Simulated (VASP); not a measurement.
TePb: single point with r2SCAN

**The experiment to reproduce.**

A printed reference work, monograph reports, for a bulk crystal of TePb at 4.2 K: band gap 0.19 eV (direct).

TePb:

```xyz
2
Lattice="4.6242 0.0000 0.0000 2.3121 4.0047 0.0000 2.3121 1.3349 3.7757" Properties=species:S:1:pos:R:3 pbc="T T T"
Te    4.6242    2.6698    1.8878
Pb    0.0000    0.0000    0.0000
```

```json
{
 "Program": "VASP 6.6.1",
 "Task": "single point",
 "Functional": "r2SCAN",
 "Potentials or basis": "VASP PAW PBE potentials, release 64 (Te, Pb_d)",
 "Cutoff": "520 eV",
 "k mesh": "4 × 4 × 4",
 "Occupations": "fermi-dirac, width 0.01 eV",
 "Spin": "no spin polarisation"
}
```

```yaml
Pressure: -0.1 GPa
Band_gap_on_the_k_mesh: 1.10 eV
```

Levels at points of the mesh, in eV from the valence-band top:
```
           k point  band 8  band 9  band 10  band 11  band 12  band 13
(0.00, 0.00, 0.00)   -1.34   -1.34    -1.34     4.32     4.32     4.32
(0.50, 0.00, 0.00)   -0.89   -0.89     0.00     1.10     1.52     1.52
(0.50, 0.50, 0.00)   -4.39   -2.75    -2.75     3.75     5.70     5.70
```

It took 93 s on 1 thread of AMD EPYC 7R13, with other jobs on the host, peak memory 0.19 GiB.

A measured gap of TePb is 0.19 eV (direct; 4.2 K; a printed reference work, monograph); the calculated 1.10 eV misses it by +0.91 eV. Spin-orbit coupling on Pb, Te is left out. The value is that of r2SCAN on a finite k mesh, which can miss the band edges, without temperature or zero-point motion.

Caveat: the PAW data sets were made with another functional, which shifts forces and pressure a little; spin-orbit coupling is left out, which moves the levels of the heavy elements.
